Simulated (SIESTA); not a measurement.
**Pd under changes of volume**

One of the cells (14.750 Å³/atom); the others are scaled copies at fixed shape and fractional positions:

```
Pd
1.0
     0.00000    1.94650    1.94650
     1.94650    0.00000    1.94650
     1.94650    1.94650    0.00000
Pd
1
Direct
  0.00000 0.00000 0.00000
```

```yaml
Program: SIESTA 5.4.2
Functional: LDA
Potentials_or_basis: PseudoDojo 0.4 standard (LDA files)
Basis: DZP (energy shift 0.003 Ry; two zetas on semicore shells)
Grid_cutoff: 800 Ry
Energy_shift: 0.003 Ry
k_mesh: 12 × 12 × 12
Occupations: fermi-dirac, width 0.05 eV
Spin: no spin polarisation
```

```csv
volume (Å³/atom),energy over the lowest point (meV/atom),pressure (GPa)
13.865,4.82,5.3
14.160,0.00,0.4
14.455,3.48,-3.9
14.750,14.44,-7.7
15.045,31.92,-10.9
15.340,54.85,-13.7
15.635,?,?
```

**Question.** What does the run at 15.635 Å³/atom give?

**Answer.** Energy over the lowest point 82.61 meV/atom; pressure -16.1 GPa.

Worked out: A Birch-Murnaghan fit of order 3 (a polynomial in V^(-2/3)) to the other rows has its minimum at 14.18 Å³/atom with B0 = V·E''(V) = 219 GPa and B' = 5.5. It gives 82.76 meV/atom at 15.635 Å³/atom, against the run's 82.61, and -dE/dV = -16.4 GPa, against -16.1.

Energies are extrapolated to zero smearing.

Caveats: the basis of atomic orbitals isn't converged, which shifts pressures, moduli and gaps.
